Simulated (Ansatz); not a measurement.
What DFT gives for CdIn₂S₄

```xyz
14
Lattice="0.0000 5.3944 5.3944 5.3944 0.0000 5.3944 5.3944 5.3944 0.0000" Properties=species:S:1:pos:R:3 pbc="T T T"
Cd    0.0000    0.0000    0.0000
Cd    2.6972    2.6972    2.6972
In    6.7430    6.7430    6.7430
In    6.7430    4.0458    4.0458
In    4.0458    4.0458    6.7430
In    4.0458    6.7430    4.0458
S     4.1644    4.1644    4.1644
S     9.3215    6.8616    6.8616
S     6.6243    6.6243    4.1644
S     6.8616    9.3215    6.8616
S     4.1644    6.6243    6.6243
S     9.3215    9.3215    9.3215
S     6.6243    4.1644    6.6243
S     6.8616    6.8616    9.3215
```

Level: PBE, no spin polarisation; 420 eV; 4×4×4 Γ-centred mesh; gaussian occupations (width 0.0636 eV); Ansatz 0.2.0, fixed geometry.

Question: Is there a gap, and of what kind?

Answer: The gap is 1.44 eV, indirect (the least direct gap found is 1.55 eV).

Question: Which atom feels the largest force, and which way?

Answer: The largest is on S9 (and as large on other atoms): 0.62 eV/Å, components (0.36, 0.36, -0.36). It makes 0° with the line to a nearest neighbour, Cd2 at 2.54 Å, pointing towards it.

Question: What do density and ELF say about some of the short contacts?

Answer: Cd–S at 2.54 Å: least valence density 0.40 e/Å³ and ELF 0.22 there. In–S at 2.58 Å: least valence density 0.39 e/Å³ and ELF 0.30 there. These are pseudo-fields; inside the PAW spheres they differ from the all-electron ones.

Question: Is the cell too large or too small?

Answer: The pressure is 5.3 GPa (compression positive), so with the atoms held at these fractions the cell would first expand.

Origin: a database entry at a rescaled volume.
